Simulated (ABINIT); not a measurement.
ZnSe (Stilleite):

```
Se Zn
1.0
     0.00000    2.83380    2.83380
     2.83380    0.00000    2.83380
     2.83380    2.83380    0.00000
Se Zn
1 1
Cartesian
  4.2507 4.2507 4.2507
  0.0000 0.0000 0.0000
```

| Property | Result |
| --- | --- |
| Program | ABINIT 10.8.3 (patched build) |
| Task | single point |
| Functional | PBE |
| Potentials or basis | JTH PAW PBE v2.0 |
| Cutoff | 599 eV |
| k mesh | 8 × 8 × 8 |
| Occupations | fermi-dirac, width 0.05 eV |
| Spin | no spin polarisation |

On this cell: pressure 2.0 GPa; largest force zero by symmetry; band gap on the k mesh 1.29 eV, direct.

The same run follows on a disturbed copy (atoms moved at random, drawn with an rms of 0.05 Å):

```
CELL_PARAMETERS angstrom
0.00000 2.83380 2.83380
2.83380 0.00000 2.83380
2.83380 2.83380 0.00000
ATOMIC_POSITIONS crystal
Se 0.74923 0.75242 0.74879
Zn 0.99080 0.99135 0.00787
```

What changes?

The energy moves by +4.5 meV/atom; pressure 2.1 GPa; largest force 0.315 eV/Å; band gap on the k mesh 1.24 eV, direct.

Forces on the atoms (eV/Å):
```
Se  -0.030  0.005 -0.313
Zn   0.030 -0.005  0.313
```

Stress tensor (GPa, compression positive):
```
 2.12  1.12 -0.02
 1.12  2.12  0.11
-0.02  0.11  2.03
```

